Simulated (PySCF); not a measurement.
Runs of PySCF 2.14.0 on Pb. Symmetry: Fm-3m, No. 225, cubic system. The conventional cell has a = 4.950 Å, b = 4.950 Å, c = 4.950 Å, α = 90.00°, β = 90.00°, γ = 90.00°. Pb (site symmetry m-3m) has 12 Pb at 3.50 Å as nearest neighbours. 

| task | level | k mesh | band path | conv_tol | max_cycle | gap on the mesh (eV) | V0 of scaled cells (Å³/atom) | B0 (GPa) |
| --- | --- | --- | --- | --- | --- | --- | --- | --- |
| equation of state | LDA | 8 × 8 × 8 | - | - | - | - | (a) | 44 |
| equation of state | PBEsol | 8 × 8 × 8 | - | - | - | - | 31.62 | 45 |
| band structure | PBEsol | 7 × 7 × 7 | GXWKGLUWLK,UX | 1e-07 Ha | 60 | none | - | - |
| band structure | r2SCAN | 7 × 7 × 7 | GXWKGLUWLK,UX | 1e-07 Ha | 60 | none | - | - |
| equation of state | PBEsol | 9 × 9 × 9 | - | - | - | - | 31.41 | 45 |
| band structure | LDA | 7 × 7 × 7 | GXWKGLUWLK,UX | 1e-07 Ha | 60 | none | - | - |
| band structure | r2SCAN | 9 × 9 × 9 | GXWKGLUWLK,UX | 1e-07 Ha | 60 | none | - | - |

Alike in all rows: potentials or basis DZVP-MOLOPT-SR/GTH-PBE (potentials made for PBE); no spin polarisation; cell as given; smearing fermi-dirac 0.05 eV.

Question: Estimate the missing entries.

Answer: (a) 31.76.

Caveats: the potentials were made for another functional, which shifts forces and pressure; the basis of atomic orbitals isn't converged, which shifts pressures, moduli and gaps; spin-orbit coupling is left out, which moves the levels of the heavy elements (some runs); meta-GGAs need a finer uniform grid than this (some runs).

A k mesh can miss the band edges, and the runs leave out spin-orbit coupling on Pb.

A gap of «none» marks a metal or a gap under the smearing width.
